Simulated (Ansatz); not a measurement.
Crystal: NiO2.

```
CELL_PARAMETERS angstrom
1.40213 0.80952 6.97429
-1.40213 0.80952 6.97429
0.00000 -1.61904 6.97429
ATOMIC_POSITIONS crystal
Ni 0.00000 0.00000 0.00000
O 0.37879 0.37879 0.37879
O 0.62121 0.62121 0.62121
```

The cell comes from a database or a generator and needn't be the stable form of this composition.

Program: Ansatz 0.2.0. Alike in all runs: spin collinear, ferromagnetic start; cell as given; k mesh 11 × 11 × 11.

Q: Order these runs on this cell by their band gap on the k mesh, lowest first.
A. level PBEsol; potentials or basis PseudoDojo stringent (PBEsol files); cutoff (eV) 1415; smearing fermi-dirac 0.05 eV; points for each segment of the path 14
B. level r2SCAN+D4+U; potentials or basis Ansatz PAW earlier set; U Ni d U = 2 eV; cutoff (eV) 1080; smearing fermi-dirac 0.01 eV; hubbard projectors atomic; double counting amf
C. level r2SCAN+U; potentials or basis Ansatz PAW earlier set; U Ni d U = 5 eV; cutoff (eV) 1080; smearing gaussian 0.02 eV; hubbard projectors atomic; double counting fll (the default)

A: A (1.17 eV), C (1.39 eV), B (2.05 eV).

Caveats: the magnetic or orbital state may not be the lowest (some runs); odd divisions of the mesh miss points on the zone boundary, where band edges often lie, so the gap on the mesh can be too wide (some runs); the density of states is complete only up to the lowest level of the last band computed (some runs).

A k mesh can miss the band edges.

Not every run made on this cell is shown here.
